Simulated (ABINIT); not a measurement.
# A GW chain in ABINIT: CdS (Greenockite), part 2 of 3

Aim: the G0W0 gap of CdS (Greenockite) on PBE, step by step.

ABINIT 10.8.3; PBE and many-body steps on it, plane waves. Known limits of the many-body steps: not at the basis limit; no spin-orbit coupling; coarse k mesh.

So far. Step 2 (Ground state): The gap is direct, at Γ.

## Step 3: Bands along the symmetry lines

Level of this step: DFT, PBE, plane waves, norm-conserving pseudopotentials (ABINIT).

Levels along a band path, at the cheap level, show where the edges lie and whether the meshes to come will hold them.

The input, run.abi:

```
acell 3*1.0 Angstrom
rprim 
  4.137000000025 -0.000000000006 0.000000000000
  -2.068500000008 3.582747095481 0.000000000000
  0.000000000000 0.000000000000 6.714400000000
ntypat 2
znucl 48 16
natom 4
typat 1 1 2 2
xred 
  0.666666666667 0.333333333333 0.000000000000
  0.333333333333 0.666666666667 0.500000000000
  0.666666666667 0.333333333333 0.375000000000
  0.333333333333 0.666666666667 0.875000000000
pp_dirpath "pseudos"
pseudos "Cd.upf, S.upf"
ecut 47
iscf -2
irdden 1
kptopt 0
nkpt 39
kpt 
  0.00000000 0.00000000 0.00000000
  0.12500000 0.00000000 0.00000000
  0.25000000 0.00000000 0.00000000
  0.37500000 0.00000000 0.00000000
  0.50000000 0.00000000 0.00000000
  0.45833333 0.08333333 0.00000000
  0.41666666 0.16666666 0.00000000
  0.37500000 0.25000000 0.00000000
  0.33333333 0.33333333 0.00000000
  0.25000000 0.25000000 0.00000000
  0.16666666 0.16666666 0.00000000
  0.08333333 0.08333333 0.00000000
  0.00000000 0.00000000 0.00000000
  0.00000000 0.00000000 0.12500000
  0.00000000 0.00000000 0.25000000
  0.00000000 0.00000000 0.37500000
  0.00000000 0.00000000 0.50000000
  0.12500000 0.00000000 0.50000000
  0.25000000 0.00000000 0.50000000
  0.37500000 0.00000000 0.50000000
  0.50000000 0.00000000 0.50000000
  0.45833333 0.08333333 0.50000000
  0.41666666 0.16666666 0.50000000
  0.37500000 0.25000000 0.50000000
  0.33333333 0.33333333 0.50000000
  0.25000000 0.25000000 0.50000000
  0.16666666 0.16666666 0.50000000
  0.08333333 0.08333333 0.50000000
  0.00000000 0.00000000 0.50000000
  0.50000000 0.00000000 0.50000000
  0.50000000 0.00000000 0.37500000
  0.50000000 0.00000000 0.25000000
  0.50000000 0.00000000 0.12500000
  0.50000000 0.00000000 0.00000000
  0.33333333 0.33333333 0.50000000
  0.33333333 0.33333333 0.37500000
  0.33333333 0.33333333 0.25000000
  0.33333333 0.33333333 0.12500000
  0.33333333 0.33333333 0.00000000
istwfk *1
nband 33
nbdbuf 2
tolwfr 1e-08
nstep 40
prtwf 0
prtvol 0
indata_prefix "in"
outdata_prefix "out"
tmpdata_prefix "tmp"
```

Run with:

```
OMP_NUM_THREADS=1 mpirun -n 8 abinit run.abi > log
```

Numbers of over 12 decimals in the logs are rounded to 6 here.

The program printed:

```text
.Version 10.8.3 of ABINIT. v10.8.2 released Aug 2026.

 Symmetries : space group P6_3 m c (#186); Bravais hP (primitive hexag.)
[... echo of the input left out ...]
== DATASET  1 ==================================================================
-   mpi_nproc: 8, omp_nthreads: 1 (-1 if OMP is not activated)

--- !DatasetInfo
iteration_state: {dtset: 1, }
dimensions: {natom: 4, nkpt: 39, mband: 33, nsppol: 1, nspinor: 1, nspden: 1, mpw: 10376, }
cutoff_energies: {ecut:  47.0, pawecutdg:  -1.0, }
electrons: {nelect:   5.20000000E+01, charge:   0.00000000E+00, occopt:   1.00000000E+00, tsmear:   1.00000000E-02, }

 Real(R)+Recip(G) space primitive vectors, cartesian coordinates (Bohr,Bohr^-1):
 R(1)=  7.8177970  0.0000000  0.0000000  G(1)=  0.1279133  0.0738508  0.0000000
 R(2)= -3.9088985  6.7704108  0.0000000  G(2)=  0.0000000  0.1477015  0.0000000
 R(3)=  0.0000000  0.0000000 12.6883771  G(3)=  0.0000000  0.0000000  0.0788123
 Unit cell volume ucvol=  6.7159196E+02 bohr^3
 Angles (23,13,12)=  9.00000000E+01  9.00000000E+01  1.20000000E+02 degrees

 getcut: wavevector=  0.0000  0.0000  0.0000  ngfft=  50  50  80
         ecut(hartree)=     47.000   => boxcut(ratio)=   2.04301

--- Pseudopotential description ------------------------------------------------
- Cd Generated using ONCVPSP code by D. R. Hamann
- 48.00000  20.00000  171031                  znucl, zion, pspdat
12 -101130 2 -1 1368                          pspcod,pspxc,lmax,lloc,mmax
     nproj     2     2     2
  pspatm : epsatm=   23.16453630
         --- l  ekb(1:nproj) -->
             0   51.917189    3.534234
             1    8.636196    1.282240
             2    0.687672   -0.678465
 pspatm: atomic psp has been read  and splines computed

- S Generated using ONCVPSP code by D. R. Hamann
- 16.00000   6.00000  171031                  znucl, zion, pspdat
12 -101130 2 -1 1146                          pspcod,pspxc,lmax,lloc,mmax
     nproj     2     2     2
  pspatm : epsatm=    9.01821529
         --- l  ekb(1:nproj) -->
[...]
pspatm: atomic psp has been read  and splines computed

--------------------------------------------------------------------------------

================================================================================
 prteigrs : about to open file out_EIG
 Non-SCF case, kpt    1 (  0.00000  0.00000  0.00000), residuals and eigenvalues=
  2.76E-09  3.45E-09  3.27E-09  9.44E-09  2.74E-09  8.90E-09  2.07E-09  3.15E-09
  2.14E-09  7.79E-09  2.32E-09  6.34E-09  8.18E-09  5.44E-09  4.62E-09  6.18E-09
  7.66E-09  5.01E-09  4.39E-09  9.15E-09  3.70E-09  2.57E-09  4.11E-09  6.80E-09
[...]
9.12E-05
 -3.5653E+00 -3.5653E+00 -2.1346E+00 -2.1345E+00 -2.1344E+00 -2.1344E+00
 -2.1344E+00 -2.1344E+00 -2.9322E-01 -2.7715E-01 -1.2388E-01 -1.2293E-01
 -1.2293E-01 -1.1972E-01 -1.1972E-01 -1.0812E-01 -1.0812E-01 -1.0475E-01
[...]
1.46E-04
[...]
Non-SCF case, kpt   38 (  0.33333  0.33333  0.12500), residuals and eigenvalues=
[...]
Non-SCF case, kpt   39 (  0.33333  0.33333  0.00000), residuals and eigenvalues=
[...]
-8.6945E-02 -8.6945E-02  2.5072E-02  2.5072E-02  4.6733E-02  9.1870E-02
  9.1870E-02  1.0097E-01  3.3009E-01  3.4772E-01  3.4772E-01  4.2348E-01
[...]
--- !ResultsGS
iteration_state: {dtset: 1, }
comment   : Summary of ground state results
lattice_vectors:
- [  7.8177970,  -0.0000000,   0.0000000, ]
- [ -3.9088985,   6.7704108,   0.0000000, ]
- [  0.0000000,   0.0000000,  12.6883771, ]
lattice_lengths: [   7.81780,    7.81780,   12.68838, ]
lattice_angles: [ 90.000,  90.000, 120.000, ] # degrees, (23, 13, 12)
lattice_volume:   6.7159196E+02
convergence: {deltae:  0.000E+00, res2:  0.000E+00, residm:  9.997E-09, diffor:  0.000E+00, }
etotal    :  -3.72830038E+02
entropy   :   0.00000000E+00
fermie    :   1.60565230E-01
cartesian_stress_tensor: null
pressure_GPa: null
xred      :
- [  6.6667E-01,   3.3333E-01,   0.0000E+00, Cd]
- [  3.3333E-01,   6.6667E-01,   5.0000E-01, Cd]
- [  6.6667E-01,   3.3333E-01,   3.7500E-01,  S]
- [  3.3333E-01,   6.6667E-01,   8.7500E-01,  S]
cartesian_forces: null
force_length_stats: {min: null, max: null, mean: null, }

 Integrated electronic density in atomic spheres:
 ------------------------------------------------
 Atom  Sphere_radius  Integrated_density
[...]
================================================================================

 ----iterations are completed or convergence reached----

 Mean square residual over all n,k,spin=   50.320E-10; max=  99.968E-10
 reduced coordinates (array xred) for    4 atoms
[...]
0.666666666667      0.333333333333      0.375000000000
       0.333333333333      0.666666666667      0.875000000000

 cartesian coordinates (angstrom) at end:
    1      2.068500     1.194249     0.000000
    2      3e-12     2.388498     3.357200
    3      2.068500     1.194249     2.517900
    4      3e-12     2.388498     5.875100
 length scales=  1.889726125908  1.889726125908  1.889726125908 bohr
              =  1.000000000000  1.000000000000  1.000000000000 angstroms
 prteigrs : about to open file out_EIG
 Eigenvalues (hartree) for nkpt=  39  k points:
 kpt#   1, nband= 33, wtk=  1.00000, kpt=  0.0000  0.0000  0.0000 (reduced coord)
[...]
kpt#   2, nband= 33, wtk=  1.00000, kpt=  0.1250  0.0000  0.0000 (reduced coord)
[...]
kpt#   3, nband= 33, wtk=  1.00000, kpt=  0.2500  0.0000  0.0000 (reduced coord)
[...]
kpt#  38, nband= 33, wtk=  1.00000, kpt=  0.3333  0.3333  0.1250 (reduced coord)
[...]
0.49161
 kpt#  39, nband= 33, wtk=  1.00000, kpt=  0.3333  0.3333  0.0000 (reduced coord)
[...]
-0.10736   -0.10528   -0.08695   -0.08695    0.02507    0.02507    0.04673    0.09187
   0.09187    0.10097    0.33009    0.34772    0.34772    0.42348    0.43271    0.43271
   0.47932

== END DATASET(S) ==============================================================
================================================================================

 -outvars: echo values of variables after computation  --------
            nband          33
             nkpt          39
          spgroup         186
 [... the other variables as echoed above ...]

 Calculation completed.
```

It took 51 s on 8 MPI ranks of Arm Neoverse V1, shared host; peak memory 0.82 GiB; 6.8 min of CPU time.

This step gave:

```
gap                        : 1.198 eV
k of the valence top       : 0, 0, 0
k of the conduction bottom : 0, 0, 0
least direct gap           : 1.198 eV
```

The gap is 1.198 eV, as in the run before at this level.

Electronic bands along the path, in eV, zero at the top of the highest filled band:

| point | band 23 | band 24 | band 25 | band 26 | band 27 | band 28 | band 29 | band 30 |
| --- | --- | --- | --- | --- | --- | --- | --- | --- |
| Γ | -0.77 | -0.05 | 0.00 | 0.00 | 1.20 | 2.78 | 6.43 | 6.43 |
| halfway | -1.94 | -1.37 | -0.51 | -0.37 | 2.98 | 3.99 | 5.48 | 6.39 |
| M | -2.67 | -1.88 | -1.31 | -0.74 | 3.71 | 3.86 | 5.09 | 6.40 |
| halfway | -2.71 | -2.19 | -1.46 | -1.20 | 4.32 | 4.68 | 4.91 | 6.45 |
| K | -3.10 | -1.87 | -1.87 | -1.62 | 4.61 | 5.09 | 5.09 | 7.15 |
| halfway | -2.39 | -1.67 | -0.66 | -0.63 | 3.40 | 4.52 | 5.54 | 5.78 |
| Γ | -0.77 | -0.05 | 0.00 | 0.00 | 1.20 | 2.78 | 6.43 | 6.43 |
| halfway | -0.67 | -0.67 | -0.12 | -0.12 | 2.09 | 2.85 | 6.28 | 6.50 |
| A | -0.40 | -0.40 | -0.40 | -0.40 | 2.84 | 2.84 | 6.17 | 6.17 |
| halfway | -1.34 | -1.34 | -0.90 | -0.90 | 3.81 | 3.81 | 5.40 | 5.40 |
| L | -1.34 | -1.34 | -1.34 | -1.34 | 3.46 | 3.46 | 5.37 | 5.37 |
| halfway | -1.96 | -1.96 | -1.18 | -1.18 | 4.00 | 4.00 | 5.70 | 5.70 |
| H | -2.42 | -2.42 | -1.13 | -1.13 | 4.38 | 4.38 | 6.08 | 6.08 |
| halfway | -1.36 | -1.36 | -1.19 | -1.19 | 4.14 | 4.14 | 5.40 | 5.40 |
| A | -0.40 | -0.40 | -0.40 | -0.40 | 2.84 | 2.84 | 6.17 | 6.17 |
| jump to L | -1.34 | -1.34 | -1.34 | -1.34 | 3.46 | 3.46 | 5.37 | 5.37 |
| halfway | -2.16 | -1.73 | -1.13 | -0.93 | 3.31 | 3.89 | 5.56 | 5.62 |
| M | -2.67 | -1.88 | -1.31 | -0.74 | 3.71 | 3.86 | 5.09 | 6.40 |
| jump to H | -2.42 | -2.42 | -1.13 | -1.13 | 4.38 | 4.38 | 6.08 | 6.08 |
| halfway | -2.91 | -1.88 | -1.49 | -1.49 | 4.78 | 4.78 | 5.06 | 6.73 |
| K | -3.10 | -1.87 | -1.87 | -1.62 | 4.61 | 5.09 | 5.09 | 7.15 |

## Step 4: Empty states on the mesh, 3×3×2 mesh, 161 bands

The sums over transitions need many empty states on a uniform mesh; this step solves for them.

The input, run.abi:

```
acell 3*1.0 Angstrom
rprim 
  4.137000000025 -0.000000000006 0.000000000000
  -2.068500000008 3.582747095481 0.000000000000
  0.000000000000 0.000000000000 6.714400000000
ntypat 2
znucl 48 16
natom 4
typat 1 1 2 2
xred 
  0.666666666667 0.333333333333 0.000000000000
  0.333333333333 0.666666666667 0.500000000000
  0.666666666667 0.333333333333 0.375000000000
  0.333333333333 0.666666666667 0.875000000000
pp_dirpath "pseudos"
pseudos "Cd.upf, S.upf"
ecut 47
ngkpt 3 3 2
nshiftk 1
shiftk 0 0 0
kptopt 1
chksymbreak 0
iscf -2
irdden 1
istwfk *1
nband 161
nbdbuf 14
tolwfr 1e-09
nstep 60
prtvol 0
indata_prefix "in"
outdata_prefix "out"
tmpdata_prefix "tmp"
```

Run with:

```
OMP_NUM_THREADS=1 mpirun -n 6 abinit run.abi > log
```

The program printed:

```text
.Version 10.8.3 of ABINIT. v10.8.2 released Aug 2026.

 Symmetries : space group P6_3 m c (#186); Bravais hP (primitive hexag.)
[... echo of the input left out ...]
== DATASET  1 ==================================================================
-   mpi_nproc: 6, omp_nthreads: 1 (-1 if OMP is not activated)

--- !DatasetInfo
iteration_state: {dtset: 1, }
dimensions: {natom: 4, nkpt: 6, mband: 161, nsppol: 1, nspinor: 1, nspden: 1, mpw: 10374, }
cutoff_energies: {ecut:  47.0, pawecutdg:  -1.0, }
electrons: {nelect:   5.20000000E+01, charge:   0.00000000E+00, occopt:   1.00000000E+00, tsmear:   1.00000000E-02, }

 Real(R)+Recip(G) space primitive vectors, cartesian coordinates (Bohr,Bohr^-1):
 R(1)=  7.8177970  0.0000000  0.0000000  G(1)=  0.1279133  0.0738508  0.0000000
 R(2)= -3.9088985  6.7704108  0.0000000  G(2)=  0.0000000  0.1477015  0.0000000
 R(3)=  0.0000000  0.0000000 12.6883771  G(3)=  0.0000000  0.0000000  0.0788123
 Unit cell volume ucvol=  6.7159196E+02 bohr^3
 Angles (23,13,12)=  9.00000000E+01  9.00000000E+01  1.20000000E+02 degrees

 getcut: wavevector=  0.0000  0.0000  0.0000  ngfft=  50  50  80
         ecut(hartree)=     47.000   => boxcut(ratio)=   2.04301

--- Pseudopotential description ------------------------------------------------
- Cd Generated using ONCVPSP code by D. R. Hamann
- 48.00000  20.00000  171031                  znucl, zion, pspdat
12 -101130 2 -1 1368                          pspcod,pspxc,lmax,lloc,mmax
     nproj     2     2     2
  pspatm : epsatm=   23.16453630
         --- l  ekb(1:nproj) -->
             0   51.917189    3.534234
             1    8.636196    1.282240
             2    0.687672   -0.678465
 pspatm: atomic psp has been read  and splines computed

- S Generated using ONCVPSP code by D. R. Hamann
- 16.00000   6.00000  171031                  znucl, zion, pspdat
12 -101130 2 -1 1146                          pspcod,pspxc,lmax,lloc,mmax
     nproj     2     2     2
  pspatm : epsatm=    9.01821529
         --- l  ekb(1:nproj) -->
[...]
pspatm: atomic psp has been read  and splines computed

--------------------------------------------------------------------------------

================================================================================
 prteigrs : about to open file out_EIG
 Non-SCF case, kpt    1 (  0.00000  0.00000  0.00000), residuals and eigenvalues=
  2.40E-10  2.08E-10  3.24E-10  6.67E-10  4.20E-10  8.39E-10  2.63E-10  2.59E-10
  3.52E-10  5.16E-10  2.42E-10  2.28E-10  3.45E-10  4.10E-10  4.78E-10  1.73E-10
  2.83E-10  2.84E-10  3.61E-10  4.08E-10  5.08E-10  1.89E-10  6.78E-10  7.23E-10
[...]
3.50E-04
 -3.5653E+00 -3.5653E+00 -2.1346E+00 -2.1345E+00 -2.1344E+00 -2.1344E+00
 -2.1344E+00 -2.1344E+00 -2.9322E-01 -2.7715E-01 -1.2388E-01 -1.2293E-01
 -1.2293E-01 -1.1972E-01 -1.1972E-01 -1.0812E-01 -1.0812E-01 -1.0475E-01
[...]
2.2958E+00  2.3184E+00  2.3184E+00  2.3298E+00  2.3629E+00  2.3629E+00
  2.4214E+00  2.4342E+00  2.4937E+00  2.4963E+00  2.4964E+00  2.5049E+00
  2.5050E+00  2.5173E+00  2.5232E+00  2.5243E+00  2.5383E+00
 prteigrs : prtvol=0 or 1, do not print more k-points.

--- !ResultsGS
iteration_state: {dtset: 1, }
comment   : Summary of ground state results
lattice_vectors:
- [  7.8177970,  -0.0000000,   0.0000000, ]
- [ -3.9088985,   6.7704108,   0.0000000, ]
- [  0.0000000,   0.0000000,  12.6883771, ]
lattice_lengths: [   7.81780,    7.81780,   12.68838, ]
lattice_angles: [ 90.000,  90.000, 120.000, ] # degrees, (23, 13, 12)
lattice_volume:   6.7159196E+02
convergence: {deltae:  0.000E+00, res2:  0.000E+00, residm:  9.966E-10, diffor:  0.000E+00, }
etotal    :  -3.72830038E+02
entropy   :   0.00000000E+00
fermie    :   1.60565230E-01
cartesian_stress_tensor: null
pressure_GPa: null
xred      :
- [  6.6667E-01,   3.3333E-01,   0.0000E+00, Cd]
- [  3.3333E-01,   6.6667E-01,   5.0000E-01, Cd]
- [  6.6667E-01,   3.3333E-01,   3.7500E-01,  S]
- [  3.3333E-01,   6.6667E-01,   8.7500E-01,  S]
cartesian_forces: null
force_length_stats: {min: null, max: null, mean: null, }

 Integrated electronic density in atomic spheres:
 ------------------------------------------------
 Atom  Sphere_radius  Integrated_density
[...]
================================================================================

 ----iterations are completed or convergence reached----

 Mean square residual over all n,k,spin=   47.750E-11; max=  99.656E-11
 reduced coordinates (array xred) for    4 atoms
[...]
0.666666666667      0.333333333333      0.375000000000
       0.333333333333      0.666666666667      0.875000000000

 cartesian coordinates (angstrom) at end:
    1      2.068500     1.194249     0.000000
    2      3e-12     2.388498     3.357200
    3      2.068500     1.194249     2.517900
    4      3e-12     2.388498     5.875100
 length scales=  1.889726125908  1.889726125908  1.889726125908 bohr
              =  1.000000000000  1.000000000000  1.000000000000 angstroms
 prteigrs : about to open file out_EIG
 Eigenvalues (hartree) for nkpt=   6  k points:
 kpt#   1, nband=161, wtk=  0.05556, kpt=  0.0000  0.0000  0.0000 (reduced coord)
[...]
2.29577    2.31842    2.31842    2.32976    2.36293    2.36293    2.42138    2.43417
   2.49374    2.49635    2.49636    2.50492    2.50504    2.51732    2.52323    2.52433
   2.53827
 prteigrs : prtvol=0 or 1, do not print more k-points.

== END DATASET(S) ==============================================================
================================================================================

 -outvars: echo values of variables after computation  --------
            nband         161
             nkpt           6
          spgroup         186
 [... the other variables as echoed above ...]

 Calculation completed.
```

Wall time 87 s (6 MPI ranks); peak memory 0.73 GiB; 8.7 min of CPU time.

This step gave:

```
gap                                                           : 1.198 eV
k of the valence top                                          : 0, 0, 0
k of the conduction bottom                                    : 0, 0, 0
least direct gap                                              : 1.198 eV
k points computed                                             : 6
lowest point of the top converged band, above the valence top : 58.7181 eV
```

On this mesh the gap is 1.198 eV.

## Step 5: Screening, 3×3×2 mesh, 147 bands, screening to 130.6 eV

The RPA dielectric matrix is built and inverted for each q.

This step: RPA screening on PBE, plane waves, norm-conserving pseudopotentials.

Changes to run.abi since step 4:

```diff
@@ -22,10 +22,11 @@
 chksymbreak 0
-iscf -2
-irdden 1
 istwfk *1
-nband 161
-nbdbuf 14
-tolwfr 1e-09
-nstep 60
-prtvol 0
+occopt 1
+irdwfk 1
+optdriver 3
+nband 147
+ecuteps 4.8
+inclvkb 2
+awtr 1
+symchi 1
 indata_prefix "in"
```

Run with:

```
OMP_NUM_THREADS=1 mpirun -n 8 abinit run.abi > log
```

The program printed:

```text
.Version 10.8.3 of ABINIT. v10.8.2 released Aug 2026.

 Symmetries : space group P6_3 m c (#186); Bravais hP (primitive hexag.)
[... echo of the input left out ...]
== DATASET  1 ==================================================================
-   mpi_nproc: 8, omp_nthreads: 1 (-1 if OMP is not activated)

--- !DatasetInfo
iteration_state: {dtset: 1, }
dimensions: {natom: 4, nkpt: 6, mband: 147, nsppol: 1, nspinor: 1, nspden: 1, mpw: 10374, }
cutoff_energies: {ecut:  47.0, pawecutdg:  -1.0, }
electrons: {nelect:   5.20000000E+01, charge:   0.00000000E+00, occopt:   1.00000000E+00, tsmear:   1.00000000E-02, }

 SCREENING: Calculation of the susceptibility and dielectric matrices

 Based on a program developped by R.W. Godby, V. Olevano, G. Onida, and L. Reining.
 Incorporated in ABINIT by V. Olevano, G.-M. Rignanese, and M. Torrent.
.Using double precision arithmetic ; gwpc =  8

[... cell and pseudopotentials left out ...]
--------------------------------------------------------------------------------

 ==== K-mesh for the wavefunctions ====
 Number of points in the irreducible wedge :     6
[... list of points left out ...]
 Together with 12 symmetry operations and time-reversal symmetry
 yields    18 points in the full Brillouin Zone.

 ==== Q-mesh for the screening function ====
 Number of points in the irreducible wedge :     6
[... list of points left out ...]
 Together with 12 symmetry operations and time-reversal symmetry
 yields    18 points in the full Brillouin Zone.

 setmesh: FFT mesh size selected  =    27x   27x   54
          total number of points  =        39366

 vcoul_init : cutoff-mode = AUXILIARY_FUNCTION
 q-points for optical limit:   1
     1)      0.000010    0.000020    0.000030

- screening: taking advantage of time-reversal symmetry
- Maximum band index for partially occupied states nbvw = 26
- Remaining bands to be divided among processors   nbcw = 121
- Number of bands treated by each node ~15

 Number of electrons calculated from density =   52.0000; Expected =   52.0000
 average of density, n =  0.077428
 r_s =    1.4555
 omega_plasma =   26.8414 [eV]

 calculating chi0 at frequencies [eV] :
  1    0.000000E+00    0.000000E+00
  2    0.000000E+00    2.684136E+01

--------------------------------------------------------------------------------
  q-point number  1        q = ( 0.000000, 0.000000, 0.000000) [r.l.u.]
--------------------------------------------------------------------------------
[... chi0 elements left out ...]
 For q-point:  0.000010 0.000020 0.000030
  dielectric constant =  13.5725
  dielectric constant without local fields =  14.3718

  Average fulfillment of the sum rule on Im[epsilon] for q-point    1 :     55.92  [%]
[... wings left out ...]
  q-point number  2        q = ( 0.333333, 0.000000, 0.000000) [r.l.u.]
--------------------------------------------------------------------------------
[... chi0 elements left out ...]
  Average fulfillment of the sum rule on Im[epsilon] for q-point    2 :     60.82  [%]

 [... 4 further q-points ...]
```

Run time: 39 s. Hardware: 8 MPI ranks; peak memory 2.4 GiB.

This step gave:

| Quantity | Value |
| --- | --- |
| ε∞ with local fields, on this mesh, along the program's q direction | 13.57 |
| the same without local fields | 14.37 |
| plasma frequency | 26.84 eV |
| plane waves in the screening matrix | 325 |

Local fields lower ε∞ by 6 %. On a Γ-centred mesh this coarse the value itself is usually too large, while a short band sum pulls it down.

[end of part 2 of 3]

[Paths, hosts, dates, memory and timing lines, banners, echoed tables and standing remarks are left out of the program output.]

[Logs are printed without paths, hosts, clocks, repeated set-up lines and the standing remarks that a program may print on its own settings, such as how far it seeks lower states.]

[Runs of the session that timed out or met a known fault of the program may be left out.]

[Hosts, paths, dates, database ids (printed as entryN), source tags and the programs' standing remarks are cut or masked in the printed files.]

[G0W0 gaps are taken among the corrected bands and points alone; a level outside them can change the order at an edge.]

[Where Ansatz stands beside ABINIT at settings called matched, ABINIT's density can come from a denser mesh and the files from another edition; pairs whose starting gaps differed by over 0.03 eV were left out, so agreement reads better than it is.]
